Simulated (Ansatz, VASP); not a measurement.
# Si27C26 (V_C) in two plane-wave programs, part 2 of 2

One calculation is typed for both programs; each brings its own data sets. How far apart do they land? The cell is taken from a series of runs on this material, whose earlier steps may have relaxed, scaled, displaced or heated it; both programs get it as it stands.

VASP 6.6.1 and Ansatz 0.2.0.

So far. Step 3 (VASP: single point, r2SCAN, pair 1): The run ends at a pressure of -1.58 GPa, with forces up to 2.2 eV/Å.

## Step 5: Ansatz: single point, r2SCAN, pair 2

Level of this step: Ansatz beside VASP: Kohn-Sham DFT, plane waves, r2SCAN (Ansatz).

A single point gives forces, pressure and levels at one fixed geometry, so differences don't come from the geometry; what else differs is listed under the comparison.

The cell is taken from a series of runs on this material, whose earlier steps may have relaxed, scaled, displaced or heated it; both programs get it as it stands.

input.yaml reads:

```yaml
crystal:
  checkpoint: "../q0.relax.run"
  host: checkpoint
basis:
  ecutwfc: 500
  xc_grid: 2
hamiltonian:
  xc: r2scan
  pseudopotentials: { kind: paw, azcp: { folder: soft_1 } }
kpoints:
  mp_grid: { grid: [2, 2, 2], shift: [0.5, 0.5, 0.5] }
scf:
  occupations: { method: fixed }
  max_iter: 100
output:
  forces: true
  eigenvalues: true
  charged_corrections:
    epsilon: 7.06
    static_epsilon: 10.43
    defect_position: [0.416667, 0.416667, 0.416667]
  eigenstates: { localisation: true }
  populations: true
  band_densities: [{ bands: [v1, v1] }, { bands: [c1, c1] }]
  write_density: true
  write_potential: true
  volumetric_format: npy
  elf: true
checkpoint:
  read: "../q0.relax.run"
  write: "../q0.point.run"
  compress: false
  write_wavefunctions: false
  write_every: 100000
```

Launch:

```sh
> ansatz run input.yaml --threads 4 --pin off --max-ram 7536MiB --backend cpu --events-out ev --progress --plain --runs-dir out
```

Numbers of over 12 decimals in the logs are rounded to 6 here.

What it wrote:

```text
[...]
Crystal: 53 atoms, lattice volume = 558.142 Å³
Basis set: ecut = 500 eV, 14163 PW (Γ), exchange–correlation on 144×144×144 points (8 copies of the dense FFT grid, shifted against one another)
Bands: 159, of which v1, the nominal top of the filled ones, is band 106 counted from 1 (105 counted from 0)
Symmetry: 1 space group operations
[...]
k-points: 4 of 8 (time reversal used)
[...]
6     Si      2.9414
     7      C      4.9710
[...]
49     Si      2.9423
    50      C      4.9706
    51     Si      2.9478
    52      C      4.9714
  spilling = 0.010268 (of n_electrons = 212.000000)
--- Band densities, each state counted as filled ---
  window                                       electrons  max residual (eV)  cut levels
  bands: [v1, v1]                               2.000000             1.1e-9           0
  bands: [c1, c1]                               2.000000             1.1e-5           0
[key lines of the parts left out:]
SCF converged after 2 iterations
Free energy (F): -23809.240739 eV
Fermi energy:    10.849993 eV
```

## Step 6: VASP: single point, r2SCAN, pair 2

The same cell, functional and mesh now go to VASP, with its own data sets.

INCAR reads:

```
SYSTEM = Si27C26
PREC = Accurate
ENCUT = 580
EDIFF = 1E-06
NELM = 120
ISMEAR = 0
SIGMA = 0.01
LREAL = Auto
ALGO = Normal
METAGGA = R2SCAN
LASPH = .TRUE.
NBANDS = 144
LORBIT = 11
LWAVE = .FALSE.
LCHARG = .FALSE.
ISIF = 2
ISYM = 0
GGA_COMPAT = .FALSE.
EFERMI = MIDGAP
LMIXTAU = .TRUE.
KPAR = 4
```

POSCAR reads:

```
Si27C26
1.0
    0.0000000000      6.5348887282      6.5348887282
    6.5348887282      0.0000000000      6.5348887282
    6.5348887282      6.5348887282      0.0000000000
Si C
27 26
Direct
    0.9992816559      0.9985238657      0.0013379049
    0.0007277719      0.9999987744      0.3325976887
    0.9993154167      0.9985369950      0.6669067506
    0.0004884204      0.3322346554      0.0003709909
    0.0003116557      0.3322685123      0.3329987622
    0.9937983478      0.3318004048      0.6701795015
    0.0013307418      0.6662581158      0.9992725278
    0.0030486474      0.6648005019      0.3340537114
    0.0031451551      0.6648733434      0.6641872144
    0.3329928253      0.9997260672      0.0003819230
    0.3330407054      0.9995397560      0.3330141873
    0.3325683181      0.9930178169      0.6701761518
    0.3325940469      0.3318270110      0.0006935046
    0.3234741418      0.3226763001      0.3579460605
    0.3242146498      0.3234993040      0.6601407774
    0.3339591187      0.6635063891      0.0031870423
    0.3580770787      0.6602031950      0.3242736569
    0.3340492293      0.6636045937      0.6654637184
    0.6670213926      0.0005542286      0.9992892447
    0.6655767293      0.0022681265      0.3340498764
    0.6656283017      0.0023846534      0.6641822645
    0.6643000369      0.3331638698      0.0031940700
    0.6609286297      0.3573382121      0.3242630275
    0.6643555373      0.3333009541      0.6654678733
    0.6702787799      0.6695048083      0.9938411782
    0.6702733297      0.6695072107      0.3326764348
    0.6667402210      0.6659711824      0.6667813371
    0.0832393705      0.0824883458      0.0836161209
    0.0832114539      0.0824375060      0.4166736630
    0.0820230786      0.0812528366      0.7514454012
    0.0837450908      0.4160651744      0.0831328950
    0.0770855298      0.4155159575      0.4208395851
    0.0774369742      0.4157300822      0.7521222768
    0.0842305559      0.7484696895      0.0842619392
    0.0952116672      0.7420774785      0.4144299290
    0.0842785905      0.7485074460      0.7492314213
    0.4168237794      0.0829766911      0.0831529976
    0.4163121795      0.0762695106      0.4208495812
    0.4164729529      0.0767176758      0.7520935839
    0.4144533872      0.4136752129      0.0954163742
    0.4146170428      0.4138445710      0.7423759663
    0.4209269069      0.7515805541      0.0773397190
    0.4209377508      0.7517817329      0.4163741679
    0.4167523417      0.7435738802      0.7530130818
    0.7492355097      0.0834599444      0.0842594070
    0.7428220797      0.0944707494      0.4144340570
    0.7492778789      0.0835034608      0.7492371964
    0.7523441538      0.4201561259      0.0773342014
    0.7525479934      0.4201611079      0.4163641069
    0.7443449825      0.4159844994      0.7530017407
    0.7514582471      0.7506822771      0.0821095899
    0.7529318263      0.7521441381      0.4168127111
    0.7529717786      0.7522031022      0.7443784971
```

KPOINTS reads:

```
Points of the shifted mesh
8
Reciprocal
 0.2500000000  0.2500000000  0.2500000000 1
 0.2500000000  0.2500000000  0.7500000000 1
 0.2500000000  0.7500000000  0.2500000000 1
 0.2500000000  0.7500000000  0.7500000000 1
 0.7500000000  0.2500000000  0.2500000000 1
 0.7500000000  0.2500000000  0.7500000000 1
 0.7500000000  0.7500000000  0.2500000000 1
 0.7500000000  0.7500000000  0.7500000000 1
```

Potentials, in the order of the species: Si and C (PBE family, release 64).

Launch:

```sh
> mpirun -np 8 vasp_std
```

What it wrote:

```text
[banner, memory and clock lines left out]
running    8 mpi-ranks, on    1 nodes
[...]
[... a notice as in an earlier step ...]

 [... a notice as in an earlier step ...]

 LDA part: xc-table for (None), standard interpolation
 POSCAR, INCAR and KPOINTS ok, starting setup
[...]
entering main loop
       N       E                     dE             d eps       ncg     rms          rms(c)
DAV:   1     0.593869135096E+03    0.59387E+03   -0.10672E+05  2304   0.150E+03
DAV:   2    -0.504286598312E+03   -0.10982E+04   -0.10382E+04  2776   0.252E+02
DAV:   3    -0.584348845501E+03   -0.80062E+02   -0.79141E+02  2768   0.630E+01
DAV:   4    -0.586179954066E+03   -0.18311E+01   -0.18226E+01  2792   0.104E+01
[...]
DAV:  21    -0.506886610745E+03   -0.50381E-04   -0.34366E-05  2640   0.182E-02    0.943E-03
DAV:  22    -0.506886614689E+03   -0.39442E-05   -0.25177E-06  1664   0.585E-03    0.404E-03
DAV:  23    -0.506886615616E+03   -0.92660E-06   -0.84448E-07  1344   0.276E-03
   1 F= -.50688662E+03 E0= -.50688662E+03  d E =0.000000E+00
```

OUTCAR, selected parts (step 6):

```text
  Total       -8.5642459     -8.5636448      8.4899437     -0.5731313      0.1583411      0.1559144
  in kB      -24.5841458    -24.5824202     24.3708574     -1.6452055      0.4545269      0.4475609
  external PRESSURE =      -8.2652362 kB  Pullay stress =       0.0000000 kB

 POSITION                                       TOTAL-FORCE (eV/Angst)
 -----------------------------------------------------------------------------------
      6.53399      6.53894     13.05544         0.001542      0.004606      0.005904
      8.70837      2.17824      6.53964        -0.005789     -0.002634     -0.003439
     10.88349     10.88858     13.05574        -0.000479     -0.002222      0.003069
      2.17354      0.00562      2.17431        -0.002565     -0.009150     -0.005606
      4.34745      2.17815      2.17337         0.014932     -0.001355     -0.000996
      6.54783     10.87391      8.66264         0.005025     -0.008808     -0.003013
     10.88406      6.53883      4.36262        -0.004952      0.004078     -0.002669
      6.52740      2.20293      4.36432        -0.007147      0.000298     -0.010965
      8.68526      4.36094      4.36543         0.002619     -0.003518     -0.012385
      6.53559      2.17857      8.70917        -0.010110     -0.006327     -0.004679
      8.70809      4.35259      8.70827        -0.002132      0.011646     -0.002528
     10.86879      6.55282      8.66256        -0.006135      0.006983     -0.002441
      2.17298      2.17800      4.34192         0.007141      0.006294     -0.000511
      4.44779      4.45301      4.22252        -0.007748     -0.007563     -0.012093
[...]
-----------------------------------------------------------------------------------
    total drift:                               -0.005595      0.008216      0.009953

  FREE ENERGIE OF THE ION-ELECTRON SYSTEM (eV)
  ---------------------------------------------------
  free  energy   TOTEN  =      -506.8866156157 eV

  energy  without entropy=     -506.8866156157  energy(sigma->0) =     -506.88661562

[... 1 part as in an earlier step ...]
```

The run ends at a pressure of -0.83 GPa, with forces up to 0.021 eV/Å.

## Step 7: Side by side

Both answers:

| quantity | Ansatz | VASP | difference |
| --- | --- | --- | --- |
| gap on the k mesh (eV) | 0.444 | 0.455 | -0.011 |

At this near-relaxed geometry the largest component of a force difference is 16 meV/Å. A gap on the mesh is an upper bound, since the band edges may lie between its points.

## Step 8: Ansatz: single point, r2SCAN, pair 3

With cell and atoms fixed, the geometry can't cause a difference; cores, projectors, grids and the points listed under the comparison can.

The cell is taken from a series of runs on this material, whose earlier steps may have relaxed, scaled, displaced or heated it; both programs get it as it stands.

input.yaml, the sections that differ from step 5:

```yaml
crystal:
  checkpoint: "../qp1_M1.relax.run"
  host: checkpoint
output:
  forces: true
  eigenvalues: true
  charged_corrections: { defect_position: [0.416667, 0.416667, 0.416667] }
checkpoint:
  read: "../qp1_M1.relax.run"
  write: "../qp1_M1.point_neutral.run"
  compress: false
  write_wavefunctions: false
  write_every: 100000
# basis, hamiltonian, kpoints, scf: as in step 5
```

Launch:

```sh
> ansatz run input.yaml --threads 4 --pin off --max-ram 7536MiB --backend cpu --events-out ev --progress --plain --runs-dir out
```

What it wrote:

```text
[...]
Crystal: 53 atoms, lattice volume = 558.142 Å³
Basis set: ecut = 500 eV, 14163 PW (Γ), exchange–correlation on 144×144×144 points (8 copies of the dense FFT grid, shifted against one another)
Bands: 159, of which v1, the nominal top of the filled ones, is band 106 counted from 1 (105 counted from 0)
Symmetry: 1 space group operations
[...]
k-points: 4 of 8 (time reversal used)
[...]
max |Σ_I F_I| component: 4.13e-3 eV/Å
--- Band table (eV) ---
  k-point 0: bands = [... 102 lower, 8.4519, 8.9161, 8.9165, 11.6555, 11.9967, 11.9982, 12.2305, 12.3768, ... 49 higher]
  k-point 1: bands = [... 102 lower, 8.4702, 8.7351, 8.8026, 11.1956, 11.4330, 11.9396, 11.9487, 12.9077, ... 49 higher]
  k-point 2: bands = [... 102 lower, 8.4705, 8.7349, 8.8021, 11.1946, 11.4300, 11.9408, 11.9506, 12.9076, ... 49 higher]
  k-point 3: bands = [... 102 lower, 8.4703, 8.7351, 8.8021, 11.1950, 11.4326, 11.9393, 11.9497, 12.9076, ... 49 higher]
[key lines of the parts left out:]
SCF converged after 8 iterations
Free energy (F): -23808.983313 eV
Fermi energy:    11.655496 eV
```

## Step 9: VASP: single point, r2SCAN, pair 3

The same cell, functional and mesh now go to VASP, with its own data sets.

Edit INCAR of step 6 so:

```diff
@@ -18,3 +18,2 @@
 GGA_COMPAT = .FALSE.
-EFERMI = MIDGAP
 LMIXTAU = .TRUE.
```

POSCAR reads:

```
Si27C26
1.0
    0.0000000000      6.5348887282      6.5348887282
    6.5348887282      0.0000000000      6.5348887282
    6.5348887282      6.5348887282      0.0000000000
Si C
27 26
Direct
    0.0001118084      0.0000754601      0.0002084302
    0.0011270407      0.0010358515      0.3328062262
    0.0000808404      0.0000251895      0.6676524755
    0.0010827101      0.3326397178      0.0012478651
    0.0010617403      0.3326675331      0.3328272421
    0.9997607878      0.3327641698      0.6678376580
    0.0000696083      0.6675001421      0.0001738712
    0.9997170573      0.6677013640      0.3329018158
    0.9998875726      0.6675280583      0.6676999579
    0.3327220383      0.0010394145      0.0011900318
    0.3327420561      0.0010021258      0.3328187304
    0.3328070045      0.9997419872      0.6678153743
    0.3327455067      0.3326817811      0.0011332506
    0.3300805403      0.3302481409      0.3299416465
    0.3312597944      0.3312601420      0.6747245012
    0.3328168031      0.6677346882      0.9997592682
    0.3312845112      0.6744845887      0.3312919567
    0.3329141113      0.6675806178      0.6677074977
    0.6675535976      0.0000202586      0.0001814856
    0.6677390259      0.9997008644      0.3329101606
    0.6676276835      0.9997765166      0.6677044445
    0.6677514859      0.3327869644      0.9998097933
    0.6747168968      0.3310757847      0.3315162915
    0.6676599475      0.3328807106      0.6677335831
    0.6676059987      0.6675376367      0.9999507072
    0.6676332157      0.6675737720      0.3330216394
    0.6670290983      0.6670016098      0.6671191788
    0.0835530936      0.0834805238      0.0836513271
    0.0835635749      0.0834862600      0.4172939922
    0.0836423758      0.0836052183      0.7503926368
    0.0835546752      0.4171374302      0.0836512221
    0.0831303600      0.4176862937      0.4178127011
    0.0833304242      0.4176502292      0.7492631615
    0.0836408723      0.7502557927      0.0837300790
    0.0833577532      0.7490405044      0.4178130073
    0.0837172011      0.7502433485      0.7503957093
    0.4171898797      0.0834957480      0.0836487613
    0.4177015069      0.0832222456      0.4177852037
    0.4177229170      0.0832932210      0.7492353441
    0.4177343194      0.4177306971      0.0830941216
    0.4178529826      0.4177906549      0.7494208967
    0.4177193229      0.7490826227      0.0833923291
    0.4178367296      0.7491629382      0.4179219243
    0.4171332286      0.7503026103      0.7503302368
    0.7502896928      0.0836107686      0.0837391294
    0.7491719653      0.0832227997      0.4178329755
    0.7502938357      0.0836719443      0.7503991228
    0.7490738125      0.4176384921      0.0835427277
    0.7493153951      0.4177925600      0.4179557875
    0.7503230615      0.4171072116      0.7503871012
    0.7502896341      0.7502393571      0.0838207291
    0.7502771906      0.7502691781      0.4172279387
    0.7503560210      0.7502663230      0.7504427237
```

KPOINTS is that of step 6.

Launch:

```sh
> mpirun -np 8 vasp_std
```

What it wrote:

```text
[... set-up lines as in an earlier step ...]
 entering main loop
       N       E                     dE             d eps       ncg     rms          rms(c)
DAV:   1     0.597576715139E+03    0.59758E+03   -0.10676E+05  2304   0.150E+03
DAV:   2    -0.505526420307E+03   -0.11031E+04   -0.10440E+04  2800   0.253E+02
DAV:   3    -0.584544271698E+03   -0.79018E+02   -0.78136E+02  2808   0.629E+01
DAV:   4    -0.586287703188E+03   -0.17434E+01   -0.17350E+01  2808   0.102E+01
[...]
DAV:  20    -0.506727759043E+03   -0.22969E-04   -0.22717E-05  3072   0.139E-02    0.136E-02
DAV:  21    -0.506727764449E+03   -0.54052E-05   -0.11727E-05  2504   0.805E-03    0.131E-02
DAV:  22    -0.506727764136E+03    0.31248E-06   -0.58533E-07  1344   0.220E-03
   1 F= -.50672776E+03 E0= -.50672586E+03  d E =-.381148E-02
```

From OUTCAR (step 9):

```text
  Total       -0.5504676     -0.7485903     -0.5357455     -0.7304074     -0.7760710     -0.9398517
  in kB       -1.5801481     -2.1488704     -1.5378874     -2.0966753     -2.2277551     -2.6978968
  external PRESSURE =      -1.7556353 kB  Pullay stress =       0.0000000 kB

 POSITION                                       TOTAL-FORCE (eV/Angst)
 -----------------------------------------------------------------------------------
      0.00186      0.00209      0.00122         0.040113      0.041178      0.039681
      2.18162      2.18222      0.01413        -0.018052     -0.017333     -0.226763
      4.36320      4.36356      0.00069        -0.026561     -0.027907      0.022610
      2.18192      0.01523      2.18084        -0.022557     -0.220270     -0.021133
      4.34893      2.18193      2.18088         0.159232     -0.056715     -0.064174
      6.53882     10.89757      8.70790         0.055309      0.042759      0.167829
      4.36318      0.00159      4.36249        -0.024580      0.021880     -0.024613
      6.53883      8.70852     10.89639         0.050397      0.176680      0.055781
      8.72557     10.89750     10.89638        -0.223845     -0.005077      0.003407
      0.01457      2.18208      2.18109        -0.221083     -0.022919     -0.013441
      2.18148      4.34937      2.18098        -0.060182      0.153879     -0.062759
     10.89730      6.53896      8.70806         0.048020      0.055847      0.169795
      2.18144      2.18186      4.34849        -0.069230     -0.063707      0.155725
      4.31427      4.31317      4.31517         0.290650      0.264535      0.277764
[...]
-----------------------------------------------------------------------------------
    total drift:                               -0.004854     -0.003169      0.001165

  FREE ENERGIE OF THE ION-ELECTRON SYSTEM (eV)
  ---------------------------------------------------
  free  energy   TOTEN  =      -506.7277641362 eV

  energy  without entropy=     -506.7239526584  energy(sigma->0) =     -506.72585840

[... 1 part as in an earlier step ...]
```

The run ends at a pressure of -0.18 GPa, with forces up to 0.61 eV/Å.

## Step 10: Differences

Forces on 7 of the 53 atoms, those with the largest forces and the largest differences (eV/Å; atoms numbered as in POSCAR):

| atom | Ansatz x, y, z | VASP x, y, z |
| --- | --- | --- |
| Si14 | 0.315, 0.315, 0.297 | 0.291, 0.265, 0.278 |
| Si15 | -0.437, -0.420, 0.688 | -0.376, -0.360, 0.243 |
| Si17 | -0.429, 0.680, -0.441 | -0.394, 0.232, -0.406 |
| Si23 | 0.682, -0.446, -0.431 | 0.238, -0.390, -0.374 |
| C41 | 0.242, 0.240, -0.098 | 0.191, 0.202, -0.028 |
| C43 | 0.244, -0.099, 0.247 | 0.196, -0.034, 0.197 |
| C49 | -0.098, 0.246, 0.243 | -0.030, 0.208, 0.191 |

The forces differ by 82 meV/Å r.m.s., which is 61.7 % of the r.m.s. force of 0.134 eV/Å (both taken over all components).

## Step 11: Results

| Item | Value |
| --- | --- |
| r.m.s. force difference (single point, r2SCAN, pair 1) | 1.0 % of the r.m.s. force |
| difference in gap on the k mesh (single point, r2SCAN, pair 2) | -0.011 eV |
| r.m.s. force difference (single point, r2SCAN, pair 3) | 82 meV/Å |

What this shows: The r.m.s. force difference is 82 meV/Å (single point, r2SCAN, pair 3), beyond the 12 meV/Å picked in this series as the mark of a large difference. What causes the difference of the single point, r2SCAN, pair 3 pair stays open here. How closely two codes agree says nothing of how well the functional describes the real material.

[Lines on the potential files, build, host, timing and source positions are cut from VASP's logs without a mark.]

[Logs are printed without paths, hosts, clocks, repeated set-up lines and the standing remarks that a program may print on its own settings, such as how far it seeks lower states.]

[Hosts, paths, dates, database ids (printed as entryN), source tags and the programs' standing remarks are cut or masked in the printed files.]
